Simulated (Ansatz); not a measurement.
# InAs (F-43m) in Ansatz: settings compared

One crystal, InAs, is run at these levels: PBE, BLYP+D3(BJ), revPBE; tasks: single point, relaxation of cell and atoms.

All numbers are computed with Ansatz 0.2.0; they aren't measurements. Logs are shortened: lines on timing, memory, paths and dates and some standing lists are left out, and cuts for length are marked.

**What was measured.**

From a printed reference work, data compilation, for a bulk crystal of InAs at 4.2 K: band gap 0.418 eV (direct).

The runs below are set against these values where they give the same quantity.

## Step 1: Starting point

It takes space group F-43m (No. 216, cubic). Conventional cell: a = 6.036 Å, b = 6.036 Å, c = 6.036 Å, α = 90.00°, β = 90.00°, γ = 90.00°. In (site symmetry -43m) is surrounded by 4 As at 2.61 Å. As (site symmetry -43m) is surrounded by 4 In at 2.61 Å.

## Step 2: Single point, PBE

Input file input.yaml:

```yaml
crystal:
  lattice:
    - [0.0, 3.018, 3.018]
    - [3.018, 0.0, 3.018]
    - [3.018, 3.018, 0.0]
  atoms:
    - { symbol: In, position: [0.0, 0.0, 0.0] }
    - { symbol: As, position: [0.75, 0.75, 0.75] }
kpoints:
  mp_grid: { grid: [8, 8, 8] }
scf:
  occupations: { method: gaussian, width: 0.022 }
hamiltonian:
  xc: pbe
  pseudopotentials: { kind: all_electron, lapw: { basis_error: 0.001 } }
output:
  forces: true
  stress: true
  eigenvalues: true
```

Potentials or basis: all-electron LAPW, scalar-relativistic.

The run is started by

```console
ansatz run input.yaml --threads 1 --pin off --max-ram 3072MiB --backend cpu --events-out ev --progress --plain --runs-dir out
```

What it wrote:

```text
Warning: RAYON_NUM_THREADS=1 ignored (pool sized by the plan → 1); use --threads N
LAPW: plane waves up to 8.619 Å⁻¹, error target 1.0e-3 eV per atom; small_component_spin mean_spin; As in spheres of 1.266 Å, 23 of its electrons in bands, Dirac shells []; In in spheres of 1.348 Å, 21 of its electrons in bands, Dirac shells [] (how accurate: hamiltonian.pseudopotentials.lapw.basis_error, Limitations)
Engine: ansatz 0.2.0, x86_64-unknown-linux-gnu
Pseudopotentials: kind: all_electron
Pseudopotential: In, LAPW, valence charge 21, lapw/all_electron/scalar/gaussian/In, Koelling and Harmon's equation, gaussian nucleus
Pseudopotential: As, LAPW, valence charge 23, lapw/all_electron/scalar/gaussian/As, Koelling and Harmon's equation, gaussian nucleus
Functional definition: PBE
  parameter kappa = 0.804
  parameter beta = 0.06672455060314922
  exchange = pbe_x(kappa = kappa, mu = beta*pi^2/3)
  correlation = pbe_c(beta = beta)
Crystal: 2 atoms, lattice volume = 54.978 Å³
Basis set: ecut = 283.0201242697865 eV, 609 PW (Γ), exchange–correlation at level 2
Bands: 27, of which v1, the nominal top of the filled ones, is band 22 counted from 1 (21 counted from 0)
Symmetry: 24 space group operations
Space group: F-43m (ITA 216), of the structure as read, at distance tolerance 3.8e-5 Å
k-points: 29 of 512 (time reversal used)
Non-local potential: In, projectors of the file, none
Non-local potential: As, projectors of the file, none
Initial density: superposition of atomic densities (chi_scale 0.1, normalization cell, long waves kept (reshape's long-wave potential 0.00 eV rms))
Initial wavefunctions: plane waves of lowest kinetic energy (no species holds an atomic orbital)
Functional: x = pbe(κ = 0.804, μ = 0.2195149727645171), c = pbe(β = 0.06672455060314922)
iter 1 solved again at ethr=2.01e-3 eV; its pass at ethr=1.00e-1 eV (dr2=8.83e-1 eV) is discarded
SCF iter   1: F=—  HF=-221570.600789 eV  |F-HF|=—  |Δ(HF+E_count)|=         —  Δρ=2.93e-2  dr2=8.85e-1  ethr=2.01e-3  ⟨swp⟩=2.0  Hψ=4983  notcnv=0
preconditioner: auto → none  [insulator: Δε(μ)=0.159 eV  Ē_g=15.129 eV  σ=0.022 eV  W_gap=1.00  n_scr=14 (ndim 8)  ℏωp=21.2 eV  f_vac=0.128  D(μ)=0.00/eV (n_scr^D=0)  ε∞_Penn≈3.0]
iter 2 solved again at ethr=9.80e-5 eV; its pass at ethr=2.01e-3 eV (dr2=4.31e-2 eV) is discarded
SCF iter   2: F=—  HF=-221570.344791 eV  |F-HF|=—  |Δ(HF+E_count)|=   2.56e-1  Δρ=9.20e-3  dr2=4.31e-2  ethr=9.80e-5  ⟨swp⟩=2.0  Hψ=4084  notcnv=0
SCF iter   3: F=—  HF=-221570.329191 eV  |F-HF|=—  |Δ(HF+E_count)|=         —  Δρ=4.66e-3  dr2=1.27e-2  ethr=9.80e-5  ⟨swp⟩=2.0  Hψ=2331  notcnv=0
the basis was enlarged: its passes take 153.8 KiB over the memory plan, 1 of 1 planned eigensolver slots
SCF iter   4: F=—  HF=-221570.329330 eV  |F-HF|=—  |Δ(HF+E_count)|=   1.39e-4  Δρ=1.72e-3  dr2=1.87e-3  ethr=2.88e-5  ⟨swp⟩=2.0  Hψ=2318  notcnv=0
SCF iter   5: F=—  HF=-221570.329263 eV  |F-HF|=—  |Δ(HF+E_count)|=   6.67e-5  Δρ=3.15e-4  dr2=7.14e-5  ethr=4.26e-6  ⟨swp⟩=2.0  Hψ=2219  notcnv=0
SCF iter   6: F=—  HF=-221570.329299 eV  |F-HF|=—  |Δ(HF+E_count)|=   3.60e-5  Δρ=5.82e-5  dr2=1.63e-6  ethr=1.62e-7  ⟨swp⟩=3.0  Hψ=2258  notcnv=0
SCF iter   7: F=-221570.329303 eV  HF=-221570.329303 eV  |F-HF|=1.31e-7  |Δ(HF+E_count)|=   3.63e-6  Δρ=9.76e-6  dr2=5.72e-8  ethr=3.70e-9  ⟨swp⟩=3.0  Hψ=2303  notcnv=0
SCF 1 converged in 7 iterations: F = -221570.329303 eV  dr2 = 5.72e-8
SCF converged after 7 iterations
Free energy (F): -221570.329303 eV
Harris-Foulkes:  -221570.329303 eV  (|F-HF|=1.31e-7)
Internal energy: -221570.329237 eV  (E = F + TS)
E sigma→0 (E₀):  -221570.329270 eV
Entropy (-TS):   -0.000066 eV (-0.033 meV/atom)
Fermi energy:    9.750985 eV
--- Per-component energies (eV) ---
  E_band       = -1912.397726
  E_kinetic    = 230887.849285
  E_xc         = -6636.097037
  E_electrostatic = -445822.081485  (all electrons and nuclei)
  E_smearing   = -0.000066  (= −TS)
  E_closure    = 0.000000  (closes the sum)
  E_atoms      = -221562.685075  (free atoms, spherical and without spin; not in F)
  Σ components = -221570.329303   (vs F -221570.329303, Δ=0.00e0)
  Basis errors (estimates in eV, not in F): energy 4.4e-4 per atom: plane waves 4.0e-4 (2.4e-4 summed), levels above the bands 0.0e0, relativity 5.6e-8, radial functions 4.1e-5, core shells 4.0e-7; eigenvalues (radial functions only) 1.2e-6; not estimated: angular momenta, meshes, grids; target (lapw.basis_error) 1.0e-3; muffin-tin radii As 1.266 Å, In 1.348 Å
--- Forces (eV/Å), atoms counted from 1 ---
  atom   1  In     0.00000000    -0.00000000    -0.00000000
  atom   2  As    -0.00000000     0.00000000     0.00000000
  max |Σ_I F_I| component: 4.16e-17 eV/Å
--- Stress (GPa, compression-positive) ---
        4.303534      -0.000000      -0.000000
       -0.000000       4.303534       0.000000
       -0.000000       0.000000       4.303534
  P = ⅓ Tr σ = 4.3035 GPa (43.035 kbar)
--- Band table (eV; the first three rows and the last of 29) ---
  k-point 0: bands = ["-174.8222", "-118.1940", "-118.1940", "-118.1940", "-105.4607", "-63.9469", "-63.9469", "-63.9469", "-25.2398", "-25.2398", "-25.2398", "-25.2319", "-25.2319", "-4.6576", "-4.6576", "-4.6576", "-4.5297", "-4.5297", "-2.1538", "9.5751", "9.7443", "9.7443", "9.7443", "13.6654", "13.6654", "13.6654", "17.2850"]
  k-point 1: bands = ["-174.8222", "-118.1940", "-118.1940", "-118.1940", "-105.4607", "-63.9469", "-63.9469", "-63.9469", "-25.2398", "-25.2397", "-25.2397", "-25.2319", "-25.2319", "-4.6782", "-4.6516", "-4.6516", "-4.5299", "-4.5299", "-1.9907", "7.8653", "9.5510", "9.5510", "10.8649", "13.8207", "13.9473", "13.9473", "18.1182"]
  k-point 2: bands = ["-174.8222", "-118.1940", "-118.1940", "-118.1940", "-105.4607", "-63.9469", "-63.9469", "-63.9469", "-25.2398", "-25.2396", "-25.2396", "-25.2318", "-25.2318", "-4.7247", "-4.6387", "-4.6387", "-4.5286", "-4.5286", "-1.5444", "6.0418", "9.1701", "9.1701", "11.0080", "14.3824", "14.3824", "14.9268", "18.1288"]
  k-point 28: bands = ["-174.8222", "-118.1940", "-118.1940", "-118.1940", "-105.4607", "-63.9470", "-63.9469", "-63.9469", "-25.2397", "-25.2397", "-25.2392", "-25.2318", "-25.2315", "-4.8204", "-4.6061", "-4.5819", "-4.5455", "-4.5216", "-0.0710", "4.0358", "6.7754", "6.8574", "13.9835", "14.0427", "14.7670", "15.8394", "19.6164"]
```

Run time: 19 s. Hardware: 1 thread of Intel Xeon at 2.50GHz (Skylake/Cascade Lake), shared host; peak memory 0.32 GiB.

What came out:

```yaml
Free_energy: -221570.3293 eV
Pressure: 4.3 GPa
Band_gap_on_the_k_mesh: none (metal or under the smearing width)
```

Caveat: this crystal is a semiconductor, whose small gap the functional closes, so the metal is an error of the method.

## Step 3: Single point, PBE

Edit input.yaml of step 2 so:

```diff
@@ -11,3 +11,3 @@
 scf:
-  occupations: { method: gaussian, width: 0.022 }
+  occupations: { method: gaussian, width: 0.012 }
 hamiltonian:
```

Potentials or basis: all-electron LAPW, scalar-relativistic.

The run is started by

```console
ansatz run input.yaml --threads 1 --pin off --max-ram 3072MiB --backend cpu --events-out ev --progress --plain --runs-dir out
```

Wall time 20 s (1 thread of Intel Xeon at 2.50GHz (Skylake/Cascade Lake), shared host); peak memory 0.32 GiB.

The run converged. Its results:

```
Free energy            : -221570.3293 eV
Pressure               : 4.3 GPa
Band gap on the k mesh : none (metal or under the smearing width)
```

Levels at points of the mesh, in eV from the Fermi level:
```csv
k point,band 20,band 21,band 22,band 23,band 24,band 25
"(0.00, 0.00, 0.00)",-0.17,0.00,0.00,0.00,3.92,3.92
"(0.00, 0.00, -0.50)",-5.79,-1.00,-1.00,0.97,4.69,4.69
"(0.00, -0.50, -0.50)",-5.86,-2.34,-2.34,1.54,2.07,9.22
```

Caveat: this crystal is a semiconductor, whose small gap the functional closes, so the metal is an error of the method.

## Step 4: Relaxation of cell and atoms, BLYP+D3(BJ)

Edit input.yaml of step 3 so:

```diff
@@ -11,5 +11,6 @@
 scf:
-  occupations: { method: gaussian, width: 0.012 }
+  occupations: { method: fermi_dirac, width: 0.05 }
 hamiltonian:
-  xc: pbe
+  xc: blyp
+  dispersion: d3bj
   pseudopotentials: { kind: all_electron, lapw: { basis_error: 0.001 } }
@@ -18,2 +19,5 @@
   stress: true
-  eigenvalues: true
+relax:
+  f_tol: 0.01
+  max_steps: 60
+  cell: {}
```

The run is started by

```console
ansatz run input.yaml --threads 1 --pin off --max-ram 3072MiB --backend cpu --events-out ev --progress --plain --runs-dir out
```

Run time: 74 s. Hardware: 1 thread of Intel Xeon at 2.50GHz (Skylake/Cascade Lake), shared host; peak memory 0.36 GiB.

Results (log left out):

```yaml
Free_energy: -221598.4915 eV
Relaxed_volume: 28.67 Å³/atom
Relaxed_cell: a = 4.329 Å, b = 4.329 Å, c = 4.329 Å, α = 60.00°, β = 60.00°, γ = 60.00°
Space_group_after_relaxing_to_0.05_Å: F-43m (No. 216)
Energy_gained_by_relaxing: 8.6 meV/atom
Ionic_steps: 5
Pressure_after_relaxing: 0.0 GPa
```

The path:
```csv
step,energy change (eV),largest force (eV/Å),volume (Å³)
1,0.0000,0.0000,54.98
2,-0.0159,0.0000,58.05
3,-0.0172,0.0000,57.40
4,-0.0173,0.0000,57.35
5,-0.0173,0.0000,57.35
```

Final structure:
```xyz
2
Lattice="0.0000 3.0608 3.0608 3.0608 0.0000 3.0608 3.0608 3.0608 0.0000" Properties=species:S:1:pos:R:3 pbc="T T T"
In    0.0000    0.0000    0.0000
As    4.5911    4.5911    4.5911
```

Zero-point motion and thermal expansion aren't in these numbers.

## Step 5: Relaxation of cell and atoms, revPBE

Edit input.yaml of step 4 so:

```diff
@@ -13,4 +13,3 @@
 hamiltonian:
-  xc: blyp
-  dispersion: d3bj
+  xc: revpbe
   pseudopotentials: { kind: all_electron, lapw: { basis_error: 0.001 } }
@@ -20,3 +19,3 @@
 relax:
-  f_tol: 0.01
+  f_tol: 0.005
   max_steps: 60
```

The run is started by

```console
ansatz run input.yaml --threads 1 --pin off --max-ram 3072MiB --backend cpu --events-out ev --progress --plain --runs-dir out
```

Run time: 69 s. Hardware: 1 thread of Intel Xeon at 2.50GHz (Skylake/Cascade Lake), shared host; peak memory 0.36 GiB.

Results (log left out):

| Item | Value |
| --- | --- |
| Free energy | -221580.5906 eV |
| Relaxed volume | 30.31 Å³/atom |
| Relaxed cell | a = 4.410 Å, b = 4.410 Å, c = 4.410 Å, α = 60.00°, β = 60.00°, γ = 60.00° |
| Space group after relaxing (to 0.05 Å) | F-43m (No. 216) |
| Energy gained by relaxing | 44.8 meV/atom |
| Ionic steps | 5 |
| Pressure after relaxing | 0.0 GPa |

Step by step:
```
step  energy change (eV)  largest force (eV/Å)  volume (Å³)
   1              0.0000                0.0000        54.98
   2             -0.0843                0.0000        62.18
   3             -0.0894                0.0000        60.91
   4             -0.0896                0.0000        60.63
   5             -0.0896                0.0000        60.63
```

Final structure:
```
In As
1.0
     0.00000    3.11805    3.11805
     3.11805    0.00000    3.11805
     3.11805    3.11805    0.00000
In As
1 1
Direct
  0.00000 0.00000 0.00000
  0.75000 0.75000 0.75000
```

Caveat: the volume moved by +10 % from the deposited cell, more than functionals usually miss. Zero-point motion and thermal expansion aren't in these numbers.

## Step 6: Overview

```csv
task,level,cell,cutoff (eV),smearing,gap on the mesh (eV),pressure (GPa),relaxed volume (Å³/atom)
single point,PBE,as given,283,gaussian 0.022 eV,none,4.3,-
single point,PBE,as given,283,gaussian 0.012 eV,none,4.3,-
relaxation of cell and atoms,BLYP+D3(BJ),relaxed,-,fermi-dirac 0.05 eV,-,0.0,28.67
relaxation of cell and atoms,revPBE,relaxed,-,fermi-dirac 0.05 eV,-,0.0,30.31
```

Alike in all rows: potentials or basis all-electron LAPW, scalar-relativistic; no spin polarisation; k mesh 8 × 8 × 8; basis error allowed 0.001 eV/atom.

Caveats: this crystal is a semiconductor, whose small gap the functional closes, so the metal is an error of the method (some runs); the volume moved by +10 % from the deposited cell, more than functionals usually miss (some runs).

Compare energies only between runs with the same functional and basis.

## Step 7: Against experiment

Step 2. A measured gap of InAs is 0.418 eV (direct; 4.2 K; a printed reference work, data compilation); the calculated 0.00 eV misses it by -0.42 eV. Spin-orbit coupling on As, In is left out. The value is that of PBE on a finite k mesh, which can miss the band edges, without temperature or zero-point motion. Semilocal functionals fall short of measured gaps as a rule.

Step 3. Measured gap of InAs: 0.418 eV (direct; 4.2 K; a printed reference work, data compilation). This calculation gives 0.00 eV (-0.42 eV). Spin-orbit coupling on As, In is left out. The value is that of PBE on a finite k mesh, which can miss the band edges, without temperature or zero-point motion. Semilocal functionals fall short of measured gaps as a rule.
